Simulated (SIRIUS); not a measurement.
# Hf: single point with PBE

The system is Hf.

```
Hf
1.0
     0.07589    2.33295    1.98141
     2.26424    0.08476    1.97523
     2.39672    2.46184   -0.06139
Hf
1
Direct
  0.00145 0.98816 0.99788
```

The cell isn't the ideal one: cell strained at random at fixed volume.

| Quantity | Value |
| --- | --- |
| Program | SIRIUS 7.10.0 |
| Task | single point |
| Functional | PBE |
| Potentials or basis | PseudoDojo 0.4.1 PBE standard (scalar relativistic) |
| Cutoff | 807 eV |
| Density cutoff | 3227 eV |
| k mesh | 11 × 11 × 10 |
| Occupations | fermi-dirac, width 0.05 eV |
| Spin | no spin polarisation |
| Libxc names | ["XC_GGA_X_PBE", "XC_GGA_C_PBE"] |
| Energy tol | 1e-08 Ha |
| Density tol | 1e-06 |
| Mixer | anderson |
| Mixing beta | 0.7 |
| Max scf | 100 |
| Radial cutoff for the potentials' integrals | 6.5 bohr |

```
Pressure               : 4.2 GPa
Band gap on the k mesh : none (metal or under the smearing width)
```

Stress tensor (GPa, compression positive):
```
 4.54 -1.95  2.00
-1.95  2.32  1.44
 2.00  1.44  5.86
```

Run time: 2.4 min on 1 thread of Arm Neoverse V1 (shared host), peak memory 1.2 GiB.

Spin-orbit coupling is left out, which matters for the levels of Hf.
